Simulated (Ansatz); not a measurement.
# AlAs

**The experiment.** The Crystallography Open Database holds a cell as deposited of cubic AlAs (space group F-43m), temperature not stated (1992): a = 5.661 Å, 22.68 Å³/atom.

The computed numbers are results of PBE, scalar-relativistic (no spin polarisation) in the plane-wave PAW code Ansatz at 420 eV, Γ-centred 10×10×10 mesh, 0.05 eV Gaussian smearing; PAW files: Ansatz's generated set soft_2.

```xyz
2
Lattice="0.0000 2.8643 2.8643 2.8643 0.0000 2.8643 2.8643 2.8643 0.0000" Properties=species:S:1:pos:R:3 pbc="T T T"
Al    0.0000    0.0000    0.0000
As    4.2964    4.2964    4.2964
```

The chain of runs began from a cell as deposited in COD, expanded in volume.

The cell above was scaled in volume, its shape and atoms being fixed by the lattice's symmetry. Energies are counted from the cell above.

| V (Å³/atom) | ΔE (meV/atom) | P from the stress (GPa) |
| --- | --- | --- |
| 22.559 | 8.45 | 2.99 |
| 23.029 | 2.03 | 1.41 |
| 23.499 | 0.00 | 0.00 |
| 23.969 | 1.91 | -1.28 |
| 24.439 | 7.37 | -2.42 |

Task: Do the energies and the pressures agree? Compare −ΔE/ΔV between neighbouring points (1 meV/Å³ = 0.1602 GPa) with the mean of their pressures.

Result: 
| interval (Å³/atom) | −ΔE/ΔV (GPa) | mean P (GPa) |
| --- | --- | --- |
| 22.56 to 23.03 | 2.2 | 2.2 |
| 23.03 to 23.50 | 0.7 | 0.7 |
| 23.50 to 23.97 | -0.7 | -0.6 |
| 23.97 to 24.44 | -1.9 | -1.8 |
They differ by 0.01 GPa at most.

Task: What do the two routes give for V0, B0 and B0′?

Result: A third-order Birch–Murnaghan fit of the energies: V0 = 23.50 Å³/atom, B0 = 67 GPa, B0′ = 4.3. A polynomial of P in ln V, with B = −dP/d ln V at P = 0: V0 = 23.50 Å³/atom, B0 = 67 GPa, B0′ = 4.3.

B0·V0 = 67.2 GPa × 23.50 Å³ = 9.85 eV/atom sets the scale: near the minimum ΔE ≈ ½ B0 V0 x², with x = V/V0 − 1, and a pressure of 0.7 GPa squeezes the volume by about 1 %. At the ends of the curve: x = −4.0 % predicts 7.9 meV/atom and the run gives 8.5; x = +4.0 % predicts 7.9 meV/atom and the run gives 7.4. Compression costs more and expansion less than the parabola says, since the crystal stiffens as it shrinks; B0′ measures that.

**Comparison.** The computed cell (5.729 Å, 23.50 Å³/atom) differs from the database's by +3.6 % in volume, about +1.2 % in length. PBE usually overestimates volumes by a few per cent.

